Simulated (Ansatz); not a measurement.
**How settings move the G0W0 gap of BN (Fmm2)**

BN (Fmm2) from a database structure, relaxed with r2SCAN+rVV10; one-shot G0W0 in Ansatz without spin-orbit coupling. No spin polarisation and no zero-point or thermal motion.

```cif
data_structure
_symmetry_space_group_name_H-M 'Fmm2'
_symmetry_Int_Tables_number 42
_cell_length_a 2.5019
_cell_length_b 6.5857
_cell_length_c 4.3266
_cell_angle_alpha 90.000
_cell_angle_beta 90.000
_cell_angle_gamma 90.000
_cell_volume 71.29
loop_
_atom_site_label
_atom_site_type_symbol
_atom_site_symmetry_multiplicity
_atom_site_Wyckoff_symbol
_atom_site_fract_x
_atom_site_fract_y
_atom_site_fract_z
_atom_site_occupancy
B1 B 4 a 0.50000 0.00000 0.50011 1
N1 N 4 a 0.50000 0.00000 0.16659 1
```

Gaps are read over the mesh points alone. G0W0 here is at a finite number of bands, screening cutoff and k mesh, not at the basis limit.
```json
{"start": "r2SCAN", "potentials": "PAW", "frequency model": "contour deformation", "mesh": "6×6×6", "empty bands": "28", "screening cutoff (eV)": "80", "Kohn-Sham gap (eV)": "4.08", "G0W0 gap (eV)": "5.13", "rough cost": "40 core-seconds"}
{"start": "r2SCAN", "potentials": "PAW", "frequency model": "contour deformation", "mesh": "6×6×6", "empty bands": "67", "screening cutoff (eV)": "140", "Kohn-Sham gap (eV)": "4.08", "G0W0 gap (eV)": "5.28", "rough cost": "80 core-seconds"}
{"start": "r2SCAN", "potentials": "PAW", "frequency model": "contour deformation", "mesh": "6×6×6", "empty bands": "123", "screening cutoff (eV)": "210", "Kohn-Sham gap (eV)": "4.08", "G0W0 gap (eV)": "5.39", "rough cost": "4 core-minutes"}
{"start": "HSE06", "potentials": "PAW", "frequency model": "contour deformation", "mesh": "6×6×6", "empty bands": "67", "screening cutoff (eV)": "140", "Kohn-Sham gap (eV)": "4.82", "G0W0 gap (eV)": "5.62", "rough cost": "110 core-seconds"}
{"start": "LDA", "potentials": "PAW", "frequency model": "contour deformation", "mesh": "6×6×6", "empty bands": "67", "screening cutoff (eV)": "140", "Kohn-Sham gap (eV)": "3.42", "G0W0 gap (eV)": "5.00", "rough cost": "70 core-seconds"}
{"start": "PBE", "potentials": "PAW", "frequency model": "contour deformation", "mesh": "6×6×6", "empty bands": "67", "screening cutoff (eV)": "140", "Kohn-Sham gap (eV)": "3.61", "G0W0 gap (eV)": "5.05", "rough cost": "70 core-seconds"}
{"start": "r2SCAN", "potentials": "PAW", "frequency model": "Godby-Needs pole", "mesh": "6×6×6", "empty bands": "67", "screening cutoff (eV)": "140", "Kohn-Sham gap (eV)": "4.08", "G0W0 gap (eV)": "5.23", "rough cost": "90 core-seconds"}
{"start": "r2SCAN", "potentials": "PAW", "frequency model": "contour deformation", "mesh": "10×10×10", "empty bands": "28", "screening cutoff (eV)": "80", "Kohn-Sham gap (eV)": "4.04", "G0W0 gap (eV)": "5.05", "rough cost": "10 core-minutes"}
{"start": "r2SCAN", "potentials": "norm-conserving", "frequency model": "contour deformation", "mesh": "6×6×6", "empty bands": "67", "screening cutoff (eV)": "140", "Kohn-Sham gap (eV)": "4.07", "G0W0 gap (eV)": "5.28", "rough cost": "3 core-minutes"}
```

The quasiparticle gap on this mesh is 5.39 eV (k = (-1/2, 1/3, -1/6) to T), against 4.08 eV from r2SCAN: +1.31 eV. Renormalisation factors Z lie between 0.75 and 0.85.

Raising bands and cutoff together moves the gap by +0.15 eV (80 to 140 eV), then +0.11 eV (140 to 210 eV); the last step is still large, so the basis limit isn't reached. Starting from HSE06 (4.82 eV against r2SCAN's 4.08 eV) gives 5.62 eV, +0.34 eV from G0W0@r2SCAN at the same screening cutoff. Starting from LDA (3.42 eV against r2SCAN's 4.08 eV) gives 5.00 eV, -0.28 eV from G0W0@r2SCAN at the same screening cutoff. Starting from PBE (3.61 eV against r2SCAN's 4.08 eV) gives 5.05 eV, -0.23 eV from G0W0@r2SCAN at the same screening cutoff. The Godby-Needs plasmon pole differs from contour deformation by -0.05 eV. A 10×10×10 mesh in place of 6×6×6 changes the opening over r2SCAN by -0.04 eV (the gap on the mesh by -0.08 eV, the r2SCAN gap by -0.04 eV). Norm-conserving potentials (wave cutoff 1252 eV against 500 eV) shift the quasiparticle gap by 0.00 eV and the r2SCAN gap by -0.01 eV. r2SCAN runs take a wave cutoff of 500 eV.

Coordinates of k points refer to the reciprocal vectors of the primitive cell of the runs.
